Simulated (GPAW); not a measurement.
PbS (Galena):

```xyz
2
Lattice="0.0000 2.9657 2.9657 2.9657 0.0000 2.9657 2.9657 2.9657 0.0000" Properties=species:S:1:pos:R:3 pbc="T T T"
Pb    0.0000    0.0000    0.0000
S     2.9657    2.9657    2.9657
```

| Item | Value |
| --- | --- |
| Program | GPAW 26.7.0 |
| Task | relaxation of cell and atoms |
| Functional | PBE |
| Potentials or basis | GPAW PAW data sets (gpaw-data 1.2.1) |
| Cutoff | 600 eV |
| Basis | pw |
| k mesh | 8 × 8 × 8 |
| Occupations | fermi-dirac, width 0.05 eV |
| Spin | no spin polarisation |

At the start: pressure 2.0 GPa; volume 26.09 Å³/atom.

Where does the relaxation end?

Over 3 steps the energy falls by 5.8 meV/atom and the volume is 26.99 Å³/atom (+3.4 %); space group Fm-3m (No. 225, to 0.05 Å).

The path:
| step | energy change (eV) | largest force (eV/Å) | pressure (GPa) | volume (Å³) |
| --- | --- | --- | --- | --- |
| 1 | 0.0000 | 0.0000 | 1.99 | 52.17 |
| 2 | -0.0041 | 0.0000 | 1.57 | 52.53 |
| 3 | -0.0117 | 0.0000 | 0.05 | 53.97 |

Final structure:
```
Pb S
1.0
     0.00000    2.99945    2.99945
     2.99945    0.00000    2.99945
     2.99945    2.99945    0.00000
Pb S
1 1
Direct
  0.00000 0.00000 0.00000
  0.50000 0.50000 0.50000
```

Caveat: later steps reuse the first step's grids.
